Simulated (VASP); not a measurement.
A run of VASP 6.6.1:

POSCAR

```
CuI                                     
1.0
    0.0000000000      2.9729983476      2.9729983476
    2.9729983476      0.0000000000      2.9729983476
    2.9729983476      2.9729983476      0.0000000000
  Cu              I             
     1     1
Direct
     0.2500000000000000    0.2500000000000000    0.2500000000000000
     0.0000000000000000    0.0000000000000000    0.0000000000000000
```

Contents of INCAR.step1:

```
SYSTEM = CuI
ALGO     = Normal         ! electronic algorithm
EDIFF    = 1E-5           ! SCF threshold, eV
ENCUT    = 520            ! plane-wave cutoff, eV
GGA      = PE             ! functional
ISIF     = 2              ! what is computed and relaxed
ISMEAR   = 0              ! smearing method
KPAR     = 8            
LASPH    = .TRUE.         ! aspherical terms in the spheres
LCHARG   = .FALSE.        ! write CHGCAR
LMAXMIX  = 4              ! l up to which the mixer works
LREAL    = .FALSE.        ! projectors in reciprocal space
LWAVE    = .TRUE.         ! write WAVECAR
NELM     = 80             ! most SCF steps
PREC     = Accurate       ! precision mode
SIGMA    = 0.03           ! smearing width, eV
```

The input INCAR.step2:

```
SYSTEM = CuI
ALGO     = Normal         ! electronic algorithm
EDIFF    = 1E-6           ! SCF threshold, eV
ENCUT    = 520            ! plane-wave cutoff, eV
GGA      = PE             ! functional
HFSCREEN = 0.2            ! screening, 1/A
ISIF     = 2              ! what is computed and relaxed
ISMEAR   = 0              ! smearing method
ISTART   = 1            
KPAR     = 8            
LASPH    = .TRUE.         ! aspherical terms in the spheres
LCHARG   = .FALSE.        ! write CHGCAR
LHFCALC  = .TRUE.         ! exact exchange
LMAXMIX  = 4              ! l up to which the mixer works
LREAL    = .FALSE.        ! projectors in reciprocal space
LWAVE    = .FALSE.        ! write WAVECAR
NELM     = 80             ! most SCF steps
PREC     = Accurate       ! precision mode
PRECFOCK = Fast         
SIGMA    = 0.03           ! smearing width, eV
```

File KPOINTS:

```
k-points
0
G
  6 6 6
  0 0 0
```

File KPOINTS_OPT:

```
explicit points
6
Reciprocal
 0.0000000000  0.0000000000  0.0000000000 1
 0.3750000000  0.3750000000  0.7500000000 1
 0.5000000000  0.5000000000  0.5000000000 1
 0.6250000000  0.2500000000  0.6250000000 1
 0.5000000000  0.2500000000  0.7500000000 1
 0.5000000000  0.0000000000  0.5000000000 1
```

Potentials or basis: VASP PAW PBE potentials, release 64 (Cu, I).

Command:

```console
$ cat potpaw_PBE.64/Cu/POTCAR potpaw_PBE.64/I/POTCAR > POTCAR
$ cp INCAR.step1 INCAR
$ mpirun -np 8 vasp_std > vasp.out
$ cp INCAR.step2 INCAR
$ mpirun -np 8 vasp_std > vasp.out
```

Hardware: 8 MPI ranks on Intel(R) Xeon(R) Platinum 8488C (Sapphire Rapids) (shared host).

Problem. How long does it take, and how much memory?

Solution. Wall time 3.5 min on 8 MPI ranks on Intel(R) Xeon(R) Platinum 8488C (Sapphire Rapids) (shared host), peak memory 0.32 GiB a rank. Counts: scf iterations 17, k points 16.
